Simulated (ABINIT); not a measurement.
# MgO (Fm-3m) in ABINIT: notebook

The runs below take MgO through band structure, with LDA.

Everything below comes from runs of ABINIT 10.8.3 (patched build). Logs are shortened: lines on timing, memory, paths and dates and some standing lists are left out, and cuts for length are marked. The log counts tension as positive stress, the text compression.

**The experiment to reproduce.**

From “Electronic structure of alkaline earth and post-transition metal oxides”, 2009, arxiv:0908.1581, for a bulk crystal of MgO: band gap 7.83 eV.

The results are compared with them further down.

## 1. The structure

Symmetry: Fm-3m, No. 225, cubic system. Conventional cell: a = 4.194 Å, b = 4.194 Å, c = 4.194 Å, α = 90.00°, β = 90.00°, γ = 90.00°. Mg (site symmetry m-3m) is surrounded by 6 O at 2.10 Å. O (site symmetry m-3m) has 6 Mg at 2.10 Å as nearest neighbours.

The cell is a database's computed one.

## 2. Band structure, LDA

File run.abi:

```
# Datasets: ground state, then fixed potential
ndtset 2

# Pseudopotentials
pp_dirpath "./"
pseudos "Mg.LDA_PW-JTH.xml, O.LDA_PW-JTH.xml"

# Structure
acell 2.9656078099 2.9656078099 2.9656078099 Angstrom
rprim
     0.0000000000     0.7071067812     0.7071067812
     0.7071067812     0.0000000000     0.7071067812
     0.7071067812     0.7071067812     0.0000000000
ntypat 2
znucl 12 8
natom 2
typat 1 2
xred
     0.0000000000     0.0000000000     0.0000000000
     0.5000000000     0.5000000000     0.5000000000

# Plane-wave basis
ecut 23.0
pawecutdg 45.0

# Exchange and correlation
ixc 7

# Bands and occupations
occopt 3
tsmear 0.00183747

# SCF cycle
nstep 100

# Output
iomode 3
prtwf 0
prteig 0
prtebands 0
prtden1 1
prtvha1 1
prtvclmb1 1
prtpot1 1

# Dataset 1
kptopt1 1
ngkpt1 11 11 11
nshiftk1 1
shiftk1 0.0 0.0 0.0
nband1 12
tolvrs1 1.0e-9

# Dataset 2: bands along G-X-W-K-G-L-U-W-L-K
iscf2 -2
getden2 1
nband2 16
nbdbuf2 2
tolwfr2 1.0e-12
kptopt2 -9
ndivsm2 5
prteig2 1
prtvol2 -3
kptbounds2
     0.0000000000     0.0000000000     0.0000000000
     0.5000000000     0.0000000000     0.5000000000
     0.5000000000     0.2500000000     0.7500000000
     0.3750000000     0.3750000000     0.7500000000
     0.0000000000     0.0000000000     0.0000000000
     0.5000000000     0.5000000000     0.5000000000
     0.6250000000     0.2500000000     0.6250000000
     0.5000000000     0.2500000000     0.7500000000
     0.5000000000     0.5000000000     0.5000000000
     0.3750000000     0.3750000000     0.7500000000
```

Potentials or basis: JTH PAW LDA v2.0.

Run with:

```
$ abinit run.abi > log 2>&1
```

run.abo:

```text
.Version 10.8.3 of ABINIT
 DATASET    1 : space group Fm -3 m (#225); Bravais cF (face-center cubic)
================================================================================
 Values of the parameters that define the memory need for DATASET  1.
     intxc =       0    ionmov =       0      iscf =      17    lmnmax =       8
     lnmax =       4     mgfft =      27  mpssoang =       2    mqgrid =    3001
     natom =       2  nloc_mem =       2    nspden =       1   nspinor =       1
    nsppol =       1      nsym =      48    n1xccc =       1    ntypat =       2
    occopt =       3   xclevel =       1
       mpw =         670          nfft =       19683          nkpt =          56
 PAW method is used; the additional fine FFT grid is defined by:
   mgfftf=        36    nfftf =     46656
================================================================================
================================================================================

 DATASET    2 : space group Fm -3 m (#225); Bravais cF (face-center cubic)
================================================================================
 Values of the parameters that define the memory need for DATASET  2.
     intxc =       0    ionmov =       0      iscf =      -2    lmnmax =       8
     lnmax =       4     mgfft =      27  mpssoang =       2    mqgrid =    3001
     natom =       2  nloc_mem =       2    nspden =       1   nspinor =       1
    nsppol =       1      nsym =      48    n1xccc =       1    ntypat =       2
    occopt =       3   xclevel =       1
       mpw =         670          nfft =       19683          nkpt =          87
 PAW method is used; the additional fine FFT grid is defined by:
   mgfftf=        36    nfftf =     46656
================================================================================
================================================================================

--------------------------------------------------------------------------------
------------- Echo of variables that govern the present computation ------------
--------------------------------------------------------------------------------
 -outvars: echo values of preprocessed input variables --------
            acell      5.6041865576E+00  5.6041865576E+00  5.6041865576E+00 Bohr
              amu      2.43050000E+01  1.59994000E+01
             ecut      2.30000000E+01 Hartree
           getden1          0
           getden2          1
             iscf1         17
             iscf2         -2
              ixc           7
           jdtset        1    2
           kptopt1          1
           kptopt2         -9
[... 846 lines left out ...]
    1        1.90158          8.31171120
    2        1.41465          4.57378980

================================================================================

 ----iterations are completed or convergence reached----

 Mean square residual over all n,k,spin=   37.129E-14; max=  99.799E-14
 reduced coordinates (array xred) for    2 atoms
       0.000000000000      0.000000000000      0.000000000000
       0.500000000000      0.500000000000      0.500000000000

 cartesian coordinates (angstrom) at end:
    1      0.00000000000000     0.00000000000000     0.00000000000000
    2      2.09700139275997     2.09700139275997     2.09700139275997
 length scales=  5.604186557564  5.604186557564  5.604186557564 bohr
              =  2.965607809900  2.965607809900  2.965607809900 angstroms
 Eigenvalues (hartree) for nkpt=  87  k points:
 kpt#   1, nband= 16, wtk=  1.00000, kpt=  0.0000  0.0000  0.0000 (reduced coord)
  -2.42376   -1.22515   -1.22515   -1.22515   -0.42800    0.19925    0.19925    0.19925
   0.37487    0.77253    0.77253    0.77253    0.92106    0.98204    0.98204    1.09082
 kpt#   2, nband= 16, wtk=  1.00000, kpt=  0.0357  0.0000  0.0357 (reduced coord)
  -2.42376   -1.22519   -1.22516   -1.22516   -0.42727    0.19523    0.19847    0.19847
   0.37933    0.76163    0.77426    0.77426    0.93514    0.96909    0.98349    1.09301
 kpt#   3, nband= 16, wtk=  1.00000, kpt=  0.0714  0.0000  0.0714 (reduced coord)
  -2.42374   -1.22531   -1.22520   -1.22520   -0.42510    0.18438    0.19620    0.19620
   0.39152    0.73673    0.77932    0.77932    0.93984    0.96959    0.98784    1.09962
 kpt#   4, nband= 16, wtk=  1.00000, kpt=  0.1071  0.0000  0.1071 (reduced coord)
  -2.42371   -1.22551   -1.22527   -1.22527   -0.42159    0.16917    0.19264    0.19264
   0.40903    0.70748    0.78734    0.78734    0.90465    0.99506    1.01476    1.11071
 kpt#   5, nband= 16, wtk=  1.00000, kpt=  0.1429  0.0000  0.1429 (reduced coord)
  -2.42367   -1.22577   -1.22536   -1.22536   -0.41691    0.15186    0.18805    0.18805
   0.42964    0.67817    0.79772    0.79772    0.86774    1.00511    1.06636    1.12636
 kpt#   6, nband= 16, wtk=  1.00000, kpt=  0.1786  0.0000  0.1786 (reduced coord)
  -2.42362   -1.22607   -1.22547   -1.22547   -0.41127    0.13402    0.18276    0.18276
[... 230 lines left out ...]
  -2.42333   -1.22814   -1.22635   -1.22574   -0.37110    0.04665    0.12662    0.16575
   0.54513    0.64674    0.69300    0.82737    0.92233    1.04018    1.12846    1.26540
 kpt#  84, nband= 16, wtk=  1.00000, kpt=  0.4167  0.4167  0.6667 (reduced coord)
  -2.42332   -1.22794   -1.22663   -1.22582   -0.36950    0.05514    0.11282    0.16296
   0.55892    0.64281    0.67477    0.83796    0.90123    1.05306    1.16662    1.24853
 kpt#  85, nband= 16, wtk=  1.00000, kpt=  0.4028  0.4028  0.6944 (reduced coord)
  -2.42330   -1.22774   -1.22690   -1.22590   -0.36806    0.06377    0.10077    0.16030
   0.56694    0.64064    0.66104    0.84752    0.88457    1.07050    1.19700    1.23491
 kpt#  86, nband= 16, wtk=  1.00000, kpt=  0.3889  0.3889  0.7222 (reduced coord)
  -2.42329   -1.22758   -1.22710   -1.22597   -0.36698    0.06972    0.09371    0.15794
   0.56809    0.63711    0.65480    0.85537    0.87358    1.09235    1.20822    1.23433
 kpt#  87, nband= 16, wtk=  1.00000, kpt=  0.3750  0.3750  0.7500 (reduced coord)
  -2.42328   -1.22760   -1.22708   -1.22603   -0.36649    0.06805    0.09683    0.15606
   0.56471    0.62818    0.65698    0.86127    0.86866    1.11704    1.19924    1.22894

== END DATASET(S) ==============================================================
================================================================================

 -outvars: echo values of variables after computation  --------
            acell      5.6041865576E+00  5.6041865576E+00  5.6041865576E+00 Bohr
           etotal1    -7.9767484251E+01
            fcart1    -0.0000000000E+00 -0.0000000000E+00 -0.0000000000E+00
                      -0.0000000000E+00 -0.0000000000E+00 -0.0000000000E+00
            rprim      0.0000000000E+00  7.0710678120E-01  7.0710678120E-01
                       7.0710678120E-01  0.0000000000E+00  7.0710678120E-01
                       7.0710678120E-01  7.0710678120E-01  0.0000000000E+00
           strten1     1.1645430462E-04  1.1645430462E-04  1.1645430462E-04
                       0.0000000000E+00  0.0000000000E+00  0.0000000000E+00
           xangst      0.0000000000E+00  0.0000000000E+00  0.0000000000E+00
                       2.0970013928E+00  2.0970013928E+00  2.0970013928E+00
             xred      0.0000000000E+00  0.0000000000E+00  0.0000000000E+00
                       5.0000000000E-01  5.0000000000E-01  5.0000000000E-01
 Calculation completed.
```

It took 26 s on 1 thread of Arm Neoverse V2, shared host; peak memory 0.11 GiB.

Results:

| Quantity | Value |
| --- | --- |
| Free energy | -2170.5838 eV |
| Pressure | -3.4 GPa |
| Band gap on the k mesh | 4.78 eV, direct |
| Band gap along the path | 4.78 eV, direct |
| Valence electrons inside the program's atomic spheres | Mg 8.31; O 4.57 |

Levels at the corners of the path, in eV from the valence-band top:
```tsv
point	band 5	band 6	band 7	band 8	band 9	band 10	band 11	band 12
Γ	-17.07	0.00	0.00	0.00	4.78	15.60	15.60	15.60
X	-15.43	-4.16	-1.38	-1.38	8.91	9.85	13.04	18.89
W	-15.36	-3.02	-3.02	-1.83	11.54	11.54	12.06	15.45
K	-15.39	-3.57	-2.79	-1.18	9.94	11.67	12.46	18.01
Γ	-17.07	0.00	0.00	0.00	4.78	15.60	15.60	15.60
L	-15.66	-4.74	-0.68	-0.68	7.82	12.56	16.16	16.16
U	-15.39	-3.57	-2.79	-1.18	9.94	11.67	12.46	18.01
W	-15.36	-3.02	-3.02	-1.83	11.54	11.54	12.06	15.45
L	-15.66	-4.74	-0.68	-0.68	7.82	12.56	16.16	16.16
K	-15.39	-3.57	-2.79	-1.18	9.94	11.67	12.46	18.01
```

## 3. Band structure, LDA

File run.abi:

```
ndtset 2

pp_dirpath "./"
pseudos "Mg.upf, O.upf"

acell 3*1.0 Angstrom
rprim
     0.0000000000     2.0970013927     2.0970013927
     2.0970013927     0.0000000000     2.0970013927
     2.0970013927     2.0970013927     0.0000000000
ntypat 2
znucl 12 8
natom 2
typat 1 2
xcart
     0.0000000000     0.0000000000     0.0000000000
     3.9627583152     3.9627583152     3.9627583152

ecut 46.0

ixc 7

occopt 3
tsmear 0.05 eV

nstep 100

iomode 3
prtwf 0
prteig 0
prtebands 0
enunit 1
prtden1 1
prtvha1 1
prtvclmb1 1
prtpot1 1
prtelf1 1

kptopt1 1
ngkpt1 11 11 11
nshiftk1 1
shiftk1 0.0 0.0 0.0
nband1 12
tolvrs1 1.0e-10

iscf2 -2
getden2 1
nband2 16
nbdbuf2 2
tolwfr2 1.0e-12
kptopt2 -9
ndivsm2 5
prteig2 1
kptbounds2
     0.0000000000     0.0000000000     0.0000000000
     0.5000000000     0.0000000000     0.5000000000
     0.5000000000     0.2500000000     0.7500000000
     0.3750000000     0.3750000000     0.7500000000
     0.0000000000     0.0000000000     0.0000000000
     0.5000000000     0.5000000000     0.5000000000
     0.6250000000     0.2500000000     0.6250000000
     0.5000000000     0.2500000000     0.7500000000
     0.5000000000     0.5000000000     0.5000000000
     0.3750000000     0.3750000000     0.7500000000
```

Potentials or basis: PseudoDojo NC SR LDA v0.4 stringent.

Run with:

```
$ abinit run.abi > log 2>&1
```

Wall time 59 s (1 thread of Arm Neoverse V2, shared host); peak memory 0.11 GiB.

The run converged. Its results:

```
Free energy                                           : -2066.2957 eV
Pressure                                              : -3.8 GPa
Band gap on the k mesh                                : 4.81 eV, direct
Band gap along the path                               : 4.81 eV, direct
Valence electrons inside the program's atomic spheres : Mg 8.43; O 6.30
```

Levels at the corners of the path, in eV from the valence-band top:
| point | band 4 | band 5 | band 6 | band 7 | band 8 | band 9 | band 10 | band 11 | band 12 | band 13 |
| --- | --- | --- | --- | --- | --- | --- | --- | --- | --- | --- |
| Γ | -38.89 | -17.02 | 0.00 | 0.00 | 0.00 | 4.81 | 15.76 | 15.76 | 15.76 | 19.67 |
| X | -38.92 | -15.36 | -4.16 | -1.38 | -1.38 | 9.01 | 9.86 | 13.02 | 18.83 | 18.83 |
| W | -38.92 | -15.29 | -3.02 | -3.02 | -1.82 | 11.57 | 11.57 | 12.05 | 15.46 | 21.89 |
| K | -38.91 | -15.33 | -3.56 | -2.78 | -1.17 | 10.00 | 11.67 | 12.45 | 17.98 | 18.27 |
| Γ | -38.89 | -17.02 | 0.00 | 0.00 | 0.00 | 4.81 | 15.76 | 15.76 | 15.76 | 19.67 |
| L | -38.90 | -15.60 | -4.73 | -0.66 | -0.66 | 7.84 | 12.55 | 16.16 | 16.16 | 20.87 |
| U | -38.91 | -15.33 | -3.56 | -2.78 | -1.17 | 10.00 | 11.67 | 12.45 | 17.98 | 18.27 |
| W | -38.92 | -15.29 | -3.02 | -3.02 | -1.82 | 11.57 | 11.57 | 12.05 | 15.46 | 21.89 |
| L | -38.90 | -15.60 | -4.73 | -0.66 | -0.66 | 7.84 | 12.55 | 16.16 | 16.16 | 20.87 |
| K | -38.91 | -15.33 | -3.56 | -2.78 | -1.17 | 10.00 | 11.67 | 12.45 | 17.98 | 18.27 |

## 4. Against experiment

Step 2. A measured gap of MgO is 7.83 eV (quoted in “Electronic structure of alkaline earth and post-transition metal oxides”, 2009, arxiv:0908.1581); the calculated 4.78 eV misses it by -3.05 eV. The value is that of LDA, without temperature or zero-point motion. Semilocal functionals fall short of measured gaps as a rule. The cell is a database's relaxed one, not the measured one, which moves gaps too.

Step 3. A measured gap of MgO is 7.83 eV (quoted in “Electronic structure of alkaline earth and post-transition metal oxides”, 2009, arxiv:0908.1581); the calculated 4.81 eV misses it by -3.02 eV. The value is that of LDA, without temperature or zero-point motion. Semilocal functionals fall short of measured gaps as a rule. The cell is a database's relaxed one, not the measured one, which moves gaps too.
